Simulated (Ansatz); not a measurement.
## Ge (beta-Sn type): energy against volume

Theory: DFT, PBE, plane waves (420 eV) with PAW, scalar-relativistic (Ansatz).

The cell is scaled uniformly from the relaxed one, with fractional coordinates and shape fixed. Energies are extrapolated to zero smearing, pressures are those at the given smearing. Because the bonds are stretched with the cell, B₀ of this curve lies above the true bulk modulus of such a structure. Magnetic state: spin not included.

A Birch-Murnaghan fit gives V₀ = 19.28 Å³/atom, B₀ = 68 GPa, B₀′ = 4.7.

(1) What are the energy above the minimum and the pressure at 17.766 Å³/atom?

(2) What are the energy above the minimum and the pressure at 20.084 Å³/atom?

(3) What are the energy above the minimum and the pressure at 21.629 Å³/atom?

Results:

(1) 29.4 meV/atom and 6.83 GPa as computed.

(2) 6.6 meV/atom and -2.43 GPa as computed.

(3) 48.9 meV/atom and -5.89 GPa as computed.
